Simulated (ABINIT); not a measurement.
A run of ABINIT 10.8.3 (patched build):

The input run.abi:

```
ndtset 2

pp_dirpath "./"
pseudos "Ir.upf"

acell 2.7090675001 2.7090675001 2.7090675001 Angstrom
rprim
     0.0000000000     0.7071067812     0.7071067812
     0.7071067812     0.0000000000     0.7071067812
     0.7071067812     0.7071067812     0.0000000000
ntypat 1
znucl 77
natom 1
typat 1
xcart
     0.0000000000     0.0000000000     0.0000000000

ecut 28.0

ixc 7

occopt 3
tsmear 0.00183747

nstep 100

iomode 3
prtwf 0
prteig 0
prtebands 0
prtden1 1

kptopt1 1
ngkpt1 12 12 12
nshiftk1 1
shiftk1 0.0 0.0 0.0
nband1 13
tolvrs1 1.0e-10

iscf2 -2
getden2 1
nband2 19
nbdbuf2 4
tolwfr2 1.0e-11
kptopt2 -9
ndivsm2 6
prteig2 1
kptbounds2
     0.0000000000     0.0000000000     0.0000000000
     0.5000000000     0.0000000000     0.5000000000
     0.5000000000     0.2500000000     0.7500000000
     0.3750000000     0.3750000000     0.7500000000
     0.0000000000     0.0000000000     0.0000000000
     0.5000000000     0.5000000000     0.5000000000
     0.6250000000     0.2500000000     0.6250000000
     0.5000000000     0.2500000000     0.7500000000
     0.5000000000     0.5000000000     0.5000000000
     0.3750000000     0.3750000000     0.7500000000
```

Potentials or basis: PseudoDojo NC SR LDA v0.4 stringent.

Run with:

```bash
$ abinit run.abi > log 2>&1
```

Hardware: 1 thread of Intel(R) Xeon(R) Platinum 8488C (Sapphire Rapids), with other jobs on the host.

**Question.** How long does it take, and how much memory?

**Answer.** Run time: 43 s on 1 thread of Intel(R) Xeon(R) Platinum 8488C (Sapphire Rapids), on a shared host, peak memory 0.1 GiB. Counts: scf iterations 7, mpi ranks 1, k points 72, bands 13, plane waves 685.
